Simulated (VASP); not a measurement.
SrO in VASP 6.6.1, single-point calculation

INCAR

```
ENCUT = 520
NSW = 0
EDIFF = 1E-7
ISIF = 2
LCHARG = .FALSE.
ALGO = Normal
LASPH = .TRUE.
IBRION = -1
ISMEAR = -1
PREC = Accurate
NBANDS = 15
NELM = 96
LWAVE = .FALSE.
SIGMA = 0.2
METAGGA = R2SCAN
LREAL = .FALSE.
```

KPOINTS

```
KPOINTS created by Atomic Simulation Environment
0
Gamma
8 8 8
0 0 0
```

POSCAR

```
Sr O
 1.0000000000000000
     0.0000000000000000    2.6572890956999999    2.6572890956999999
     2.6572890956999999    0.0000000000000000    2.6572890956999999
     2.6572890956999999    2.6572890956999999    0.0000000000000000
 Sr  O
   1   1
Cartesian
  0.0000000000000000  0.0000000000000000  0.0000000000000000
  2.6572890956999999  2.6572890956999999  2.6572890956999999
```

The recommended PBE PAW datasets give the neutral cell 16 valence electrons.

Command

```
mpirun -np 1 vasp_std
```

OSZICAR

```
N       E                     dE             d eps       ncg     rms          rms(c)
DAV:   1     0.492052223512E+02    0.49205E+02   -0.84845E+03   870   0.105E+03
DAV:   2    -0.313067298705E+02   -0.80512E+02   -0.74051E+02  1224   0.221E+02
DAV:   3    -0.345821498188E+02   -0.32754E+01   -0.32604E+01  1151   0.403E+01
DAV:   4    -0.346316839341E+02   -0.49534E-01   -0.49526E-01  1125   0.481E+00
DAV:   5    -0.346325886208E+02   -0.90469E-03   -0.90468E-03  1076   0.444E-01    0.133E+01
DAV:   6    -0.268338517443E+02    0.77987E+01   -0.47421E+00  1206   0.162E+01    0.127E+01
DAV:   7    -0.269722496231E+02   -0.13840E+00   -0.15836E-01   877   0.355E+00    0.723E+00
DAV:   8    -0.269939637611E+02   -0.21714E-01   -0.97021E-02   884   0.324E+00    0.670E-01
DAV:   9    -0.269932715280E+02    0.69223E-03   -0.14168E-02  1108   0.112E+00    0.237E-01
DAV:  10    -0.269932682962E+02    0.32318E-05   -0.19109E-03   954   0.438E-01    0.116E-01
DAV:  11    -0.269934003276E+02   -0.13203E-03   -0.51906E-04   870   0.205E-01    0.528E-02
DAV:  12    -0.269934095876E+02   -0.92600E-05   -0.43278E-05  1122   0.494E-02    0.233E-02
DAV:  13    -0.269934044349E+02    0.51527E-05   -0.70599E-06  1038   0.245E-02    0.121E-02
DAV:  14    -0.269934031040E+02    0.13309E-05   -0.19860E-06  1122   0.121E-02    0.264E-03
DAV:  15    -0.269934026964E+02    0.40763E-06   -0.45619E-07   991   0.585E-03    0.214E-03
DAV:  16    -0.269934025651E+02    0.13127E-06   -0.29536E-08   456   0.161E-03    0.123E-03
DAV:  17    -0.269934024922E+02    0.72913E-07   -0.40546E-09   456   0.461E-04
   1 F= -.26993402E+02 E0= -.26993378E+02  d E =-.487058E-04
```

From OUTCAR

```
k-points           NKPTS =     29   k-points in BZ     NKDIM =     29   number of bands    NBANDS=     15

   NELECT =      16.0000    total number of electrons

   dimension x,y,z NGX =    28 NGY =   28 NGZ =   28
   dimension x,y,z NGXF=    56 NGYF=   56 NGZF=   56

  energy-cutoff  :      520.00
  volume of cell :       37.53
      direct lattice vectors                 reciprocal lattice vectors
     0.000000000  2.657289096  2.657289096    -0.188161687  0.188161687  0.188161687
     2.657289096  0.000000000  2.657289096     0.188161687 -0.188161687  0.188161687
     2.657289096  2.657289096  0.000000000     0.188161687  0.188161687 -0.188161687

 k-points in reciprocal lattice and weights: KPOINTS created by Atomic Simulation Env
   0.00000000  0.00000000  0.00000000       0.002
   0.12500000  0.00000000  0.00000000       0.016
   0.25000000  0.00000000  0.00000000       0.016
   0.37500000  0.00000000  0.00000000       0.016
   0.50000000  0.00000000  0.00000000       0.008
   0.12500000  0.12500000  0.00000000       0.012
   0.25000000  0.12500000  0.00000000       0.047
   0.37500000  0.12500000  0.00000000       0.047
   ...

 E-fermi :   3.0633

 k-point     1 :       0.0000    0.0000    0.0000
  band No.  band energies     occupation
      1     -32.9441      2.00000
      2     -14.9961      2.00000
      3     -14.0524      2.00000
      4     -14.0524      2.00000
      5     -14.0524      2.00000
      6       0.9108      1.99996
      7       0.9108      1.99996
      8       0.9108      1.99996
      9       4.8687      0.00024
     10       7.4486      0.00000
     11       7.4486      0.00000
     12       7.4486      0.00000
     13       9.5532      0.00000
     14       9.5532      0.00000
     15      13.6883      0.00000

 k-point     2 :       0.1250    0.0000    0.0000
  band No.  band energies     occupation
      1     -32.9312      2.00000
      2     -15.2865      2.00000
      3     -14.0615      2.00000
      4     -14.0615      2.00000
      5     -13.7961      2.00000
      6       0.5104      1.99999
      7       0.7501      1.99998
      8       0.7501      1.99998
      9       5.5169      0.00001
     10       7.2913      0.00000
     11       7.7272      0.00000
     12       7.7272      0.00000
     13       9.9028      0.00000
     14       9.9028      0.00000
     15      14.6058      0.00000

 k-point     3 :       0.2500    0.0000    0.0000
  band No.  band energies     occupation
      1     -32.9000      2.00000
      2     -15.7458      2.00000
      3     -14.0832      2.00000
      4     -14.0832      2.00000
      5     -13.4183      2.00000
      6      -0.2269      2.00000
      7       0.3968      2.00000
      8       0.3968      2.00000
      9       6.9120      0.00000
     10       7.2421      0.00000
     11       8.4800      0.00000
     12       8.4800      0.00000
     13      10.7900      0.00000
     14      10.7900      0.00000
     15      16.3639      0.00000

 ...

  Total       -1.5126192     -1.5126192     -1.5126192      0.0000000      0.0000000      0.0000000
  in kB      -64.5793661    -64.5793661    -64.5793661      0.0000000      0.0000000      0.0000000
  external PRESSURE =     -64.5793661 kB  Pullay stress =       0.0000000 kB

 POSITION                                       TOTAL-FORCE (eV/Angst)
 -----------------------------------------------------------------------------------
      0.00000      0.00000      0.00000         0.000000     -0.000000     -0.000000
      2.65729      2.65729      2.65729         0.000000      0.000000      0.000000
 -----------------------------------------------------------------------------------
    total drift:                                0.000000      0.000000      0.000000

  FREE ENERGIE OF THE ION-ELECTRON SYSTEM (eV)
  ---------------------------------------------------
  free  energy   TOTEN  =       -26.9934024922 eV

  energy  without entropy=      -26.9933537864  energy(sigma->0) =      -26.99337814
```

It converged. Results: gap between bands v and c on the k mesh 3.77 eV; least direct gap on the k mesh 3.91 eV; pressure -6.5 GPa. Band v is the last that the valence electrons fill when counted band by band, and c is the next.

For comparison, a separate r²SCAN run of the intended cell, on usual settings and not on those above, gives a gap of 3.77 eV on its mesh and a pressure of -6.5 GPa.

The run above took about 48 s on one core of a shared host (Intel Xeon Platinum 8488C) and held 0.17 GiB at most.
